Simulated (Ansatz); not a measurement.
Here is an Ansatz 0.2.0 calculation.

Contents of input.yaml:

```yaml
crystal:
  lattice:
    - [2.98611099, 0.0, 0.0]
    - [0.0, 2.98611099, 0.0]
    - [0.0, 0.0, 2.98611099]
  atoms:
    - { symbol: Co, position: [0.5, 0.5, 0.5], spin: 2.0 }
    - { symbol: Ti, position: [0.0, 0.0, 0.0], spin: 1.0 }
kpoints:
  mp_grid: { grid: [9, 9, 9] }
scf:
  occupations: { method: gaussian, width: 0.023 }
hamiltonian:
  xc: pbe
  pseudopotentials: { kind: all_electron, lapw: { basis_error: 0.001 } }
magnetization:
  spin_polarized: true
output:
  forces: true
  stress: true
  eigenvalues: true
```

Potentials or basis: all-electron LAPW, scalar-relativistic.

Command:

```sh
$ ansatz run input.yaml --threads 2 --pin off --max-ram 6144MiB --backend cpu --events-out ev --progress --plain --runs-dir out
```

(1) Predict the pressure.

(2) What does it give for the site moments?

(3) Estimate the net moment.

Results:

(1) -0.5 GPa.

(2) Co +0.95; Ti -0.05 μB.

(3) 0.84 μB per cell.
